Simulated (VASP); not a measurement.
# MgS (F-43m) in VASP: notebook

One crystal, MgS, is run at these levels: LDA; tasks: single point.

Everything below comes from runs of VASP 6.6.1. Logs are shortened: lines on timing, memory, paths and dates and some standing lists are left out, and cuts for length are marked.

## Step 1: The structure

Symmetry: F-43m, No. 216, cubic system. The conventional cell has a = 5.666 Å, b = 5.666 Å, c = 5.666 Å, α = 90.00°, β = 90.00°, γ = 90.00°. S (site symmetry -43m) is surrounded by 4 Mg at 2.45 Å. Mg (site symmetry -43m) is surrounded by 4 S at 2.45 Å.

The cell comes from a database or a generator and needn't be the stable form of this composition.

## Step 2: Single point, LDA

INCAR

```
  ADDGRID = False
  ALGO = Normal
  EDIFF = 1E-4
  ENCUT = 450
  GGA = CA
  ISIF = 2
  ISMEAR = 0
  LASPH = True
  LCHARG = False
  LREAL = False
  LWAVE = False
  NELM = 100
  PREC = Accurate
  SIGMA = 0.05
```

KPOINTS

```
k-points
0
Gamma
  5 5 5
```

POSCAR

```
MgS
1.0
    0.0000000000      2.8331200468      2.8331200468
    2.8331200468      0.0000000000      2.8331200468
    2.8331200468      2.8331200468      0.0000000000
S Mg
1 1
Direct
    0.2500000000      0.2500000000      0.2500000000
    0.0000000000      0.0000000000      0.0000000000
```

Potentials or basis: VASP PAW LDA potentials, release 64 (S, Mg).

Run with:

```console
$ cat potpaw_LDA.64/S/POTCAR potpaw_LDA.64/Mg/POTCAR > POTCAR
$ mpirun -np 1 vasp_std > vasp.out
```

OUTCAR:

```text
EDIFF = 1E-4
   ENCUT = 450
   GGA = CA
   ISIF = 2
   ISMEAR = 0
   LASPH = True
   LREAL = False
   NELM = 100
   PREC = Accurate

 Found     10 irreducible k-points:

 Following reciprocal coordinates:
            Coordinates               Weight
  0.000000  0.000000  0.000000      1.000000
  0.200000  0.000000  0.000000      8.000000
  0.400000  0.000000  0.000000      8.000000
  0.200000  0.200000  0.000000      6.000000
  0.400000  0.200000  0.000000     24.000000
 -0.400000  0.200000  0.000000     24.000000
   k-points           NKPTS =     10   k-points in BZ     NKDIM =     10   number of bands    NBANDS=      8
   number of dos      NEDOS =    301   number of ions     NIONS =      2
   total plane-waves  NPLWV =  21952
   dimension x,y,z NGX =    28 NGY =   28 NGZ =   28
   dimension x,y,z NGXF=    56 NGYF=   56 NGZF=   56
   ions per type =               1   1
   NGX,Y,Z   is equivalent  to a cutoff of  11.62, 11.62, 11.62 a.u.
   NGXF,Y,Z  is equivalent  to a cutoff of  23.24, 23.24, 23.24 a.u.
 SYSTEM =  unknown system
   PREC   = accura    normal or accurate (medium, high low for compatibility)
   ISTART =      0    job   : 0-new  1-cont  2-samecut
   ICHARG =      2    charge: 1-file 2-atom 10-const
   ISPIN  =      1    spin polarized calculation?
   LNONCOLLINEAR =      F non collinear calculations
   LSORBIT =      F    spin-orbit coupling
   LASPH  =      T    aspherical Exc in radial PAW
   ENCUT  =  450.0 eV  33.07 Ry    5.75 a.u.   6.93  6.93  6.93*2*pi/ulx,y,z
   NELM   =    100;   NELMIN=  2; NELMDL= -5     # of ELM steps
   EDIFF  = 0.1E-03   stopping-criterion for ELM
   LREAL  =      F    real-space projection
   EDIFFG = 0.1E-02   stopping-criterion for IOM
   NSW    =      0    number of steps for IOM
   IBRION =     -1    ionic relax: 0-MD 1-quasi-New 2-CG
   NFREE  =      0    steps in history (QN), initial steepest desc. (CG)
   ISIF   =      2    stress and relaxation
   ISYM   =      2    0-nonsym 1-usesym 2-fastsym
   POTIM  = 0.5000    time-step for ionic-motion
   TEBEG  =    0.0;   TEEND  =   0.0 temperature during run
   PSTRESS=    0.0 pullay stress
   NELECT =       8.0000    total number of electrons
   NUPDOWN=      -1.0000    fix difference up-down
   EMIN   =  10.00;   EMAX   =-10.00  energy-range for DOS
   EFERMI =   0.00;   METHOD = LEGACY
   ISMEAR =     0;   SIGMA  =   0.05  broadening in eV -4-tet -1-fermi 0-gaus
   EFERMI_NEDOS =   21; number of points for ismear=-14 and -15
   IALGO  =     38    algorithm
   IMIX   =      4    mixing-type and parameters
     AMIX     =   0.40;   BMIX     =  1.00
     AMIX_MAG =   1.60;   BMIX_MAG =  1.00
  volume/ion in A,a.u.               =      22.74       153.46
  Fermi-wavevector in a.u.,A,eV,Ry     =   0.917269  1.733386 11.447692  0.841382
  Thomas-Fermi vector in A             =   2.042218
   LORBIT       =      0    0 simple, 1 ext, 2 COOP (PROOUT), +10 PAW based schemes
   GGA     = CA    functional components
   LHFCALC =     F    Hartree Fock is set to
   AEXX    =    0.0000 exact exchange contribution
   IVDW    =     0    specifies the selected vdW correction
   LEPSILON=     F    determine dielectric tensor
   LRPA    =     F    only Hartree local field effects (RPA)
 non-spin polarized calculation
 Gauss-broadening in eV      SIGMA  =   0.05
  energy-cutoff  :      450.00
  volume of cell :       45.48
 maximum number of plane-waves:       990
   NGX = 13   NGY = 13   NGZ = 13

 number of electron       8.0000001 magnetization

 Free energy of the ion-electron system (eV)
  ---------------------------------------------------
  ext. energy  EPLUGINS =         0.00000000
  ---------------------------------------------------
  free energy    TOTEN  =        -9.37467633 eV

  energy without entropy =       -9.37467633  energy(sigma->0) =       -9.37467633

 E-fermi :   1.1498     XC(G=0):  -8.7528

 val. band max:        0.8807356786   @ k =   0.0000   0.0000   0.0000
 cond. band min:       4.0620040284   @ k =   0.0000   0.0000   0.0000
 fundamental gap:      3.1812683498
 Fermi energy:         1.1497628759

 k-point     1 :       0.0000    0.0000    0.0000
  band No.  band energies     occupation
      1     -10.3499      2.00000
      2       0.8807      2.00000
      3       0.8807      2.00000
      4       0.8807      2.00000
      5       4.0620      0.00000
      6       8.6406      0.00000
      7       8.6406      0.00000
      8       8.6406      0.00000

 k-point     2 :       0.2000    0.0000    0.0000
  band No.  band energies     occupation
      1     -10.1336      2.00000
      2      -0.5556      2.00000
      3       0.7555      2.00000
      4       0.7555      2.00000
      5       5.3331      0.00000
      6       8.3662      0.00000
      7       8.9155      0.00000
      8       8.9155      0.00000

 k-point     3 :       0.4000    0.0000    0.0000
  band No.  band energies     occupation
      1      -9.7297      2.00000
      2      -2.0935      2.00000
      3       0.5755      2.00000
      4       0.5755      2.00000
      5       5.7655      0.00000
      6       8.4478      0.00000
      7       8.4478      0.00000
      8       9.0920      0.00000

 k-point     4 :       0.2000    0.2000    0.0000
  band No.  band energies     occupation
      1     -10.0621      2.00000
      2      -0.5031      2.00000
      3       0.4639      2.00000
      4       0.4639      2.00000
      5       5.7102      0.00000
      6       7.5077      0.00000
      7       9.1907      0.00000
      8       9.6642      0.00000

 k-point     5 :       0.4000    0.2000    0.0000
  band No.  band energies     occupation
      1      -9.7144      2.00000
      2      -1.6153      2.00000
      3       0.0165      2.00000
      4       0.2481      2.00000
      5       6.0899      0.00000
      6       7.5853      0.00000
      7       8.5903      0.00000
      8       9.7567      0.00000

 k-point     6 :      -0.4000    0.2000    0.0000
  band No.  band energies     occupation
      1      -9.5618      2.00000
      2      -1.9890      2.00000
      3      -0.4328      2.00000
      4       0.3702      2.00000
      5       6.5059      0.00000
      6       7.4651      0.00000
      7       9.2410      0.00000
      8       9.5413      0.00000

 [... further k-points ...]

------------------------ aborting loop because EDIFF is reached ----------------------------------------

  FORCE on cell =-STRESS in cart. coord.  units (eV):
  Direction    XX          YY          ZZ          XY          YZ          ZX
  --------------------------------------------------------------------------------------
  -------------------------------------------------------------------------------------
  Total       -0.6896474     -0.6896474     -0.6896474      0.0000000      0.0000000     -0.0000000
  in kB      -24.2947693    -24.2947693    -24.2947693      0.0000000      0.0000000     -0.0000000
  external PRESSURE =     -24.2947693 kB  Pullay stress =       0.0000000 kB

 VOLUME and BASIS-vectors are now :
 -----------------------------------------------------------------------------
  energy-cutoff  :      450.00
  volume of cell :       45.48
      direct lattice vectors                 reciprocal lattice vectors
     0.000000000  2.833120047  2.833120047    -0.176483874  0.176483874  0.176483874
     2.833120047  0.000000000  2.833120047     0.176483874 -0.176483874  0.176483874
     2.833120047  2.833120047  0.000000000     0.176483874  0.176483874 -0.176483874

 POSITION                                       TOTAL-FORCE (eV/Angst)
 -----------------------------------------------------------------------------------
      1.41656      1.41656      1.41656         0.000000      0.000000      0.000000
      0.00000      0.00000      0.00000        -0.000000     -0.000000     -0.000000
 -----------------------------------------------------------------------------------
    total drift:                                0.000000      0.000000      0.000000

  FREE ENERGIE OF THE ION-ELECTRON SYSTEM (eV)
  ---------------------------------------------------
  free  energy   TOTEN  =        -9.3746763292 eV

  energy  without entropy=       -9.3746763292  energy(sigma->0) =       -9.37467633
```

It used 2.8 s of CPU time on 1 thread of Intel(R) Xeon(R) Platinum 8559C (Emerald Rapids) (shared host), which was overloaded at the time.

These settings aren't checked as converged: the numbers below hold their error.

Results:

```yaml
Free_energy: -9.3747 eV
Pressure: -2.4 GPa
Band_gap_on_the_k_mesh: 3.18 eV, direct
```

## Step 3: Single point, LDA

INCAR is that of step 2.

KPOINTS is that of step 2.

POSCAR

```
MgS
1.0
    0.0000000000      2.8331200468      2.8331200468
    2.8331200468      0.0000000000      2.8331200468
    2.8331200468      2.8331200468      0.0000000000
S Mg
1 1
Direct
    0.2346630000      0.2748010000      0.2357280000
   -0.0216520000      0.0237760000     -0.0317750000
```

Potentials or basis: VASP PAW LDA potentials, release 64 (S, Mg).

Run with:

```console
$ cat potpaw_LDA.64/S/POTCAR potpaw_LDA.64/Mg/POTCAR > POTCAR
$ mpirun -np 1 vasp_std > vasp.out
```

Run time: 18 s. Hardware: 1 thread of Intel Xeon Platinum 8559C (Emerald Rapids), shared host; peak memory 0.14 GiB.

These settings aren't checked as converged: the numbers below hold their error.

Results:

- Free energy: -9.3554 eV
- Pressure: -2.3 GPa
- Largest force: 0.430 eV/Å
- Band gap on the k mesh: 3.06 eV, direct

## Step 4: Single point, LDA

INCAR, as its differences from that of step 3:

```diff
@@ -2,3 +2,3 @@
   ALGO = Normal
-  EDIFF = 1E-4
+  EDIFF = 1E-5
   ENCUT = 450
```

KPOINTS is that of step 3.

POSCAR

```
MgS
1.0
    0.0000000000      2.8331200468      2.8331200468
    2.8331200468      0.0000000000      2.8331200468
    2.8331200468      2.8331200468      0.0000000000
S Mg
1 1
Direct
    0.2500000000      0.2500000000      0.2500000000
    0.0000000000      0.0000000000      0.0000000000
```

Run with:

```console
$ cat potpaw_LDA.64/S/POTCAR potpaw_LDA.64/Mg/POTCAR > POTCAR
$ mpirun -np 1 vasp_std > vasp.out
```

It used 2 s of CPU time on 1 thread of Intel(R) Xeon(R) Platinum 8559C (Emerald Rapids), with other jobs on the host, which was overloaded at the time.

These settings aren't checked as converged: the numbers below hold their error.

What came out:

| Quantity | Value |
| --- | --- |
| Free energy | -9.3747 eV |
| Pressure | -2.5 GPa |
| Band gap on the k mesh | 3.18 eV, direct |

## Step 5: Single point, LDA

INCAR is that of step 4.

KPOINTS is that of step 4.

POSCAR

```
MgS
1.0
    0.0000000000      2.8331200468      2.8331200468
    2.8331200468      0.0000000000      2.8331200468
    2.8331200468      2.8331200468      0.0000000000
S Mg
1 1
Direct
    0.2346630000      0.2748010000      0.2357280000
   -0.0216520000      0.0237760000     -0.0317750000
```

Potentials or basis: VASP PAW LDA potentials, release 64 (S, Mg).

Run with:

```console
$ cat potpaw_LDA.64/S/POTCAR potpaw_LDA.64/Mg/POTCAR > POTCAR
$ mpirun -np 1 vasp_std > vasp.out
```

OUTCAR:

```text
EDIFF = 1E-5
   ENCUT = 450
   GGA = CA
   ISIF = 2
   ISMEAR = 0
   LASPH = True
   LREAL = False
   NELM = 100
   PREC = Accurate

 Found     63 irreducible k-points:

 Following reciprocal coordinates:
            Coordinates               Weight
  0.000000  0.000000  0.000000      1.000000
  0.200000  0.000000  0.000000      2.000000
  0.000000  0.200000  0.000000      2.000000
  0.000000  0.000000  0.200000      2.000000
  0.200000  0.200000  0.200000      2.000000
  0.400000  0.000000  0.000000      2.000000
   k-points           NKPTS =     63   k-points in BZ     NKDIM =     63   number of bands    NBANDS=      8
   number of dos      NEDOS =    301   number of ions     NIONS =      2
   total plane-waves  NPLWV =  21952
   dimension x,y,z NGX =    28 NGY =   28 NGZ =   28
   dimension x,y,z NGXF=    56 NGYF=   56 NGZF=   56
   ions per type =               1   1
   NGX,Y,Z   is equivalent  to a cutoff of  11.62, 11.62, 11.62 a.u.
   NGXF,Y,Z  is equivalent  to a cutoff of  23.24, 23.24, 23.24 a.u.
 SYSTEM =  unknown system
   PREC   = accura    normal or accurate (medium, high low for compatibility)
   ISTART =      0    job   : 0-new  1-cont  2-samecut
   ICHARG =      2    charge: 1-file 2-atom 10-const
   ISPIN  =      1    spin polarized calculation?
[... 61 lines left out ...]
 k-point     1 :       0.0000    0.0000    0.0000
  band No.  band energies     occupation
      1     -10.3493      2.00000
      2       0.7844      2.00000
      3       0.8581      2.00000
      4       1.0026      2.00000
      5       4.0599      0.00000
      6       8.6349      0.00000
      7       8.6402      0.00000
      8       8.6611      0.00000
[... 45 lines left out ...]
 k-point     6 :       0.4000    0.0000    0.0000
  band No.  band energies     occupation
      1      -9.7267      2.00000
      2      -2.1150      2.00000
      3       0.5071      2.00000
      4       0.6755      2.00000
      5       5.7638      0.00000
      6       8.3752      0.00000
      7       8.5580      0.00000
      8       9.0802      0.00000

 [... further k-points ...]

------------------------ aborting loop because EDIFF is reached ----------------------------------------

  FORCE on cell =-STRESS in cart. coord.  units (eV):
  Direction    XX          YY          ZZ          XY          YZ          ZX
  --------------------------------------------------------------------------------------
  -------------------------------------------------------------------------------------
  Total       -0.6668119     -0.6833279     -0.6450679     -0.0612011     -0.2698762     -0.3567538
  in kB      -23.4903247    -24.0721474    -22.7243316     -2.1559810     -9.5071482    -12.5676542
  external PRESSURE =     -23.4289346 kB  Pullay stress =       0.0000000 kB

 VOLUME and BASIS-vectors are now :
 -----------------------------------------------------------------------------
  energy-cutoff  :      450.00
  volume of cell :       45.48
      direct lattice vectors                 reciprocal lattice vectors
     0.000000000  2.833120047  2.833120047    -0.176483874  0.176483874  0.176483874
     2.833120047  0.000000000  2.833120047     0.176483874 -0.176483874  0.176483874
     2.833120047  2.833120047  0.000000000     0.176483874  0.176483874 -0.176483874

 POSITION                                       TOTAL-FORCE (eV/Angst)
 -----------------------------------------------------------------------------------
      1.44639      1.33267      1.44337        -0.256678     -0.341022     -0.046474
      2.81046      5.51487      2.83914         0.256678      0.341022      0.046474
 -----------------------------------------------------------------------------------
    total drift:                               -0.000015     -0.000001     -0.000006

  FREE ENERGIE OF THE ION-ELECTRON SYSTEM (eV)
  ---------------------------------------------------
  free  energy   TOTEN  =        -9.3553599224 eV

  energy  without entropy=       -9.3553599224  energy(sigma->0) =       -9.35535992
```

stdout:

```text
POSCAR found type information on POSCAR S Mg
 POSCAR found :  2 types and       2 ions
 scaLAPACK will be used
 LDA part: xc-table for (Slater(with rela. corr.)+CA(PZ))
 , standard interpolation
 POSCAR, INCAR and KPOINTS ok, starting setup
 FFT: planning ... GRIDC
 FFT: planning ... GRID_SOFT
 FFT: planning ... GRID
 WAVECAR not read
 entering main loop
```

It used 7.2 s of CPU time on 1 thread of Intel(R) Xeon(R) Platinum 8559C (Emerald Rapids) (shared host), which was overloaded at the time.

These settings aren't checked as converged: the numbers below hold their error.

Results:

| Quantity | Value |
| --- | --- |
| Free energy | -9.3554 eV |
| Pressure | -2.3 GPa |
| Largest force | 0.429 eV/Å |
| Band gap on the k mesh | 3.06 eV, direct |

## Step 6: Single point, LDA

INCAR, as its differences from that of step 5:

```diff
@@ -1,4 +1,4 @@
-  ADDGRID = False
+  ADDGRID = True
   ALGO = Normal
-  EDIFF = 1E-5
+  EDIFF = 1E-6
   ENCUT = 450
```

KPOINTS is that of step 5.

POSCAR

```
MgS
1.0
    0.0000000000      2.8331200468      2.8331200468
    2.8331200468      0.0000000000      2.8331200468
    2.8331200468      2.8331200468      0.0000000000
S Mg
1 1
Direct
    0.2500000000      0.2500000000      0.2500000000
    0.0000000000      0.0000000000      0.0000000000
```

Potentials or basis: VASP PAW LDA potentials, release 64 (S, Mg).

Run with:

```console
$ cat potpaw_LDA.64/S/POTCAR potpaw_LDA.64/Mg/POTCAR > POTCAR
$ mpirun -np 1 vasp_std > vasp.out
```

It used 8.3 s of CPU time on 1 thread of Intel(R) Xeon(R) Platinum 8559C (Emerald Rapids) (shared host), which was overloaded at the time.

The run converged, but some of its settings lie outside the range that counts as converged, so its numbers aren't taken as properties of the crystal.

Results:

```yaml
Free_energy: -9.3747 eV
Pressure: -2.5 GPa
Band_gap_on_the_k_mesh: 3.18 eV, direct
```
